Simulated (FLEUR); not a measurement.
In:

```
In
1.0
    -1.62547    1.62547    2.47370
     1.62547   -1.62547    2.47370
     1.62547    1.62547   -2.47370
In
1
Direct
  0.00000 0.00000 0.00000
```

```yaml
Program: FLEUR MaX-R8.1 (later development tree)
Task: single point
Functional: PBE
Potentials_or_basis: all-electron
Basis: FLAPW
Kmax: 3.8 1/bohr
k_mesh: 11 × 11 × 11
Occupations: fermi-dirac, width 0.05 eV
Spin: no spin polarisation
Gmax: 11.8 1/bohr
Muffin-tin_radii: In 2.66 bohr
lmax: In 11
Local_orbitals_a_species: In 5
Max_iterations: 60
Mixing_factor: 0.05
Mixer: Anderson
Mixer_history: 15
Density_convergence: 1e-05 me/bohr^3
```

On this cell: band gap on the k mesh none (metal or under the smearing width).

The same run follows on a disturbed copy (cell strained at random at fixed volume):

```
In
1.0
    -1.64299    1.57678    2.43209
     1.65802   -1.63180    2.47812
     1.65199    1.64080   -2.46824
In
1
Direct
  0.99147 0.00315 0.99997
```

What does the disturbed cell give?

The energy (extrapolated to zero smearing) moves by +1.7 meV/atom; band gap on the k mesh none (metal or under the smearing width).
